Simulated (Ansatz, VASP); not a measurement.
**Two plane-wave programs on PtSe2**

Contents of INCAR:

```
PREC = Accurate
ENCUT = 520
EDIFF = 1E-7
ISMEAR = 0
SIGMA = 0.15
LREAL = F
LASPH = T
NELM = 60
ALGO = Normal
ISIF = 2
LWAVE = F
LCHARG = F
GGA = PE
IVDW = 12
NBANDS = 18
```

The input KPOINTS:

```
regular mesh
0
Gamma
  12 12 10
```

The input POSCAR:

```
PtSe2
1.0
    3.7240006046      0.0000000000      0.0000000000
   -1.8620003023      3.2250791273      0.0000000000
    0.0000000000      0.0000000000      5.0620000000
Pt Se
1 2
Direct
    0.0000000000      0.0000000000      0.0023990820
    0.3333333333      0.6666666667      0.2470367444
    0.6666666667      0.3333333333      0.7470367444
```

Input for Ansatz:

```yaml
crystal:
  lattice:
    - [3.7240006046, 0.0, 0.0]
    - [-1.8620003023, 3.2250791273, 0.0]
    - [0.0, 0.0, 5.062]
  atoms:
    - { symbol: Pt, position: [0.0, 0.0, 0.002399082] }
    - { symbol: Se, position: [0.3333333333, 0.6666666667, 0.2470367444] }
    - { symbol: Se, position: [0.6666666667, 0.3333333333, 0.7470367444] }
basis:
  ecutwfc: 420
kpoints:
  mp_grid: { grid: [12, 12, 10] }
hamiltonian:
  xc: pbe
  dispersion: d3bj
scf:
  occupations: { method: gaussian, width: 0.15 }
output:
  forces: true
  stress: true
  eigenvalues: true
```

Change from the starting cell: mode 9 (228.2 1/cm) frozen in, largest displacement +0.015 Å.

Alike in both runs: task single point; functional PBE; dispersion D3(BJ); k mesh 12 × 12 × 10; occupations gaussian, width 0.15 eV; no spin polarisation.

|  | VASP | Ansatz |
| --- | --- | --- |
| version | VASP 6.6.1 | Ansatz 0.2.0 |
| potentials or method | VASP PAW PBE potentials, release 64 (Pt, Se) | scalar-relativistic, plane waves, PAW |
| plane-wave cutoff (eV) | 520 | 420 |
| valence electrons in the cell | 22 | 50 |

```csv
,VASP,Ansatz,Ansatz less VASP
gap on the k mesh at the Fermi level (eV),none,none,-
pressure (GPa),3.5,3.5,+0.01
largest component of the traceless stress (GPa),1.43,1.41,-0.011
rms of the force components (eV/Å),0.341,0.339,-0.0025
```

Atom by atom the forces differ by 0.003 eV/Å (rms over components). A gap of «none» marks a metal or a gap that the smearing closes. The two sets of potentials don't hold the same shells in valence.

Caveats: pairwise dispersion overbinds metals, which lowers pressure and volume. Spin-orbit coupling is left out, which matters for the levels of Pt.
